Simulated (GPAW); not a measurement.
Crystal: MnO2.

```xyz
6
Lattice="2.8550 0.0000 0.0000 -1.4275 2.4725 0.0000 0.0000 0.0000 10.2217" Properties=species:S:1:pos:R:3 pbc="T T T"
Mn    0.0000    0.0000    5.1109
Mn    0.0000    0.0000    0.0000
O     1.4275    0.8242    4.1588
O     1.4275    0.8242    0.9521
O     0.0000    1.6483    6.0630
O     0.0000    1.6483    9.2697
```

Measurements of this composition are mostly on another form, of space group No. 136.

Program: GPAW 26.7.0. Alike in all runs: task band structure; spin collinear, ferromagnetic start; cell as given; k mesh 7 × 7 × 2; cutoff (eV) 800; smearing fermi-dirac 0.05 eV.

**Question.** Order these runs on this cell by their band gap on the k mesh, lowest first.
A. level PBEsol; potentials or basis PAW data sets generated in the run's folder for this functional, pw
B. level r2SCAN; potentials or basis GPAW PAW data sets (gpaw-data 1.2.1), pw; ranks 4
C. level LDA; potentials or basis the program's PAW data sets (release 1.2.1) made for this functional, pw

**Answer.** C (0.49 eV), A (0.77 eV), B (2.02 eV).

Caveats: only a ferromagnetic start was run, and an antiferromagnetic order may lie lower in energy.

A k mesh can miss the band edges.

Not every run made on this cell is shown here.
